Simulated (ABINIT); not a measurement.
The system is Ti.

```xyz
1
Lattice="-1.6410 1.6410 1.6410 1.6410 -1.6410 1.6410 1.6410 1.6410 -1.6410" Properties=species:S:1:pos:R:3 pbc="T T T"
Ti    0.0000    0.0000    0.0000
```

This isn't the form of Ti at room conditions, which is hcp.

| Item | Value |
| --- | --- |
| Program | ABINIT 10.8.3 (patched build) |
| Task | relaxation of cell and atoms |
| Functional | PBEsol |
| Potentials or basis | PseudoDojo NC SR PBEsol v0.4.1 standard |
| Cutoff | 1143 eV |
| k mesh | 8 × 8 × 8 |
| Occupations | fermi-dirac, width 0.05 eV |
| Spin | no spin polarisation |

At the start: pressure -6.8 GPa; volume 17.68 Å³/atom.

How do energy, volume and symmetry change on relaxing?

Over 5 steps the energy falls by 25.0 meV/atom and the volume is 16.56 Å³/atom (-6.3 %); space group Im-3m (No. 229, to 0.05 Å).

Step by step:
```tsv
step	energy change (eV)	largest force (eV/Å)	pressure (GPa)	volume (Å³)
1	0.0000	0.0000	-6.81	17.68
2	-0.0133	0.0000	-4.81	17.31
3	-0.0250	0.0000	0.34	16.51
4	-0.0250	0.0000	-0.01	16.56
5	-0.0250	0.0000	0.00	16.56
```

Final structure:
```yaml
crystal:
  lattice:
    - [-1.60556, 1.60556, 1.60556]
    - [1.60556, -1.60556, 1.60556]
    - [1.60556, 1.60556, -1.60556]
  atoms:
    - { symbol: Ti, position: [0.00000, 0.00000, 0.00000] }
```
